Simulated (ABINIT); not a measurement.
InP:

```
CELL_PARAMETERS angstrom
0.00000 2.93050 2.93050
2.93050 0.00000 2.93050
2.93050 2.93050 0.00000
ATOMIC_POSITIONS crystal
In 0.00000 0.00000 0.00000
P 0.75000 0.75000 0.75000
```

Base run:

- Program: ABINIT 10.8.3 (patched build)
- Functional: RPBE
- Potentials or basis: JTH PAW PBE v2.0
- Cutoff: 544 eV
- k mesh: 8 × 8 × 8
- Occupations: fermi-dirac, width 0.05 eV
- Spin: no spin polarisation

Its results: band gap on the k mesh 0.83 eV, direct.

Problem. After a change of settings the same cell gave: band gap on the k mesh 0.65 eV, direct. Which change was it?
A. functional from RPBE to PW91
B. functional from RPBE to LDA; potentials or basis from JTH PAW PBE v2.0 to PseudoDojo NC SR LDA v0.4 stringent; cutoff from 544 eV to 1007 eV; valence electrons from 18 to 26
C. functional from RPBE to PBE; potentials or basis from JTH PAW PBE v2.0 to JTH PAW PBE v2.0 sp; valence electrons from 18 to 8
D. functional from RPBE to HLE16; potentials or basis from JTH PAW PBE v2.0 to JTH PAW PBE v2.0 sp; valence electrons from 18 to 8

Solution. A.

Caveats: spin-orbit coupling is left out, which moves the levels of the heavy elements.
